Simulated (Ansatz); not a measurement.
Computed with DFT PBE, scalar-relativistic, plane waves, PAW (Ansatz 0.2.0). Settings: cutoff 420 eV, Γ-centred meshes spaced at most about 0.3 Å⁻¹, and about 0.25 Å⁻¹ or finer for metals (2π included), Gaussian smearing. No spin polarisation.

All energies are static (0 K, no zero-point motion).

Compare these two cells of SnO, each relaxed at this level.

A.

```cif
data_structure
_symmetry_space_group_name_H-M 'P6_3/mmc'
_symmetry_Int_Tables_number 194
_cell_length_a 3.4244
_cell_length_b 3.4244
_cell_length_c 6.3824
_cell_angle_alpha 90.000
_cell_angle_beta 90.000
_cell_angle_gamma 120.000
_cell_volume 64.82
loop_
_atom_site_label
_atom_site_type_symbol
_atom_site_symmetry_multiplicity
_atom_site_Wyckoff_symbol
_atom_site_fract_x
_atom_site_fract_y
_atom_site_fract_z
_atom_site_occupancy
Sn1 Sn 2 c 0.33333 0.66667 0.25000 1
O1 O 2 a 0.00000 0.00000 0.00000 1
```

B.

```cif
data_structure
_symmetry_space_group_name_H-M 'P4/nmm:1'
_symmetry_Int_Tables_number 129
_cell_length_a 3.8683
_cell_length_b 3.8683
_cell_length_c 5.0662
_cell_angle_alpha 90.000
_cell_angle_beta 90.000
_cell_angle_gamma 90.000
_cell_volume 75.81
loop_
_atom_site_label
_atom_site_type_symbol
_atom_site_symmetry_multiplicity
_atom_site_Wyckoff_symbol
_atom_site_fract_x
_atom_site_fract_y
_atom_site_fract_z
_atom_site_occupancy
Sn1 Sn 2 c 0.00000 0.50000 0.22878 1
O1 O 2 a 0.50000 0.50000 0.00000 1
```

**Question.** Which would you expect to be lower, and how large is the difference?

**Answer.** B is lower, by 0.49 eV/atom. A has the anti-nickel arsenide type, space group P6_3/mmc (No. 194), 16.2 Å³/atom and no gap on its mesh; B has the litharge type, space group P4/nmm (No. 129), 19.0 Å³/atom and a gap of 0.50 eV. Counting O atoms around Sn (those within 1.25 times the shortest such distance or 1.15 times the sum of covalent radii; the shortest distance is added where it is long for a bond), A has Sn 6 from 2.5 Å and B has Sn 4. Origin: A, invented; B, reached from a Materials Project cell, among other starts.

No dispersion correction is applied, so the spacing and binding between layers, chains or molecules are poorly described (P4/nmm), and this can change margins and order among such cells. Kohn–Sham gaps at this level usually fall short of measured ones. The zero gap of P6_3/mmc may come from the functional, which often closes small gaps. Cells relaxed within their symmetry can be saddle points.
